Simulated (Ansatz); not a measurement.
Be:

```
Be
1.0
     2.02081    0.00000    0.00000
     0.00000    2.02081    0.00000
     0.00000    0.00000    2.66164
Be
1
Cartesian
  0.0000 0.0000 1.3308
```

The cell was built by a generator and needn't be a form met in nature.

* Program: Ansatz 0.2.0
* Task: relaxation of cell and atoms
* Functional: LDA
* Potentials or basis: Ansatz PAW
* Cutoff: 420 eV (not typed: the program's choice for these potentials)
* k mesh: 13 × 13 × 10
* Occupations: fermi-dirac, width 0.05 eV
* Spin: no spin polarisation

At the start: volume 10.87 Å³/atom.

**Question.** Where does the relaxation end?

**Answer.** It ends after 6 steps and the volume is 10.38 Å³/atom (-4.5 %); space group P4/mmm (No. 123, to 0.05 Å).

The path:
```
step  energy change (eV)  largest force (eV/Å)  volume (Å³)
   1              0.0000                0.0000        10.87
   2             -0.0039                0.0000        10.54
   3             -0.0048                0.0000        10.38
   4             -0.0048                0.0000        10.38
   5             -0.0048                0.0000        10.38
   6             -0.0048                0.0000        10.38
```

Final structure:
```
Be
1.0
     1.99338    0.00000    0.00000
     0.00000    1.99338    0.00000
     0.00000    0.00000    2.61255
Be
1
Cartesian
  0.0000 0.0000 1.3063
```

Caveat: the plane-wave basis is chosen anew once the cell has moved, so the energies of steps on either side of that aren't comparable; the PAW data sets come from PBE, with cores solved anew for the run's functional, which leaves a small shift of forces and pressure.
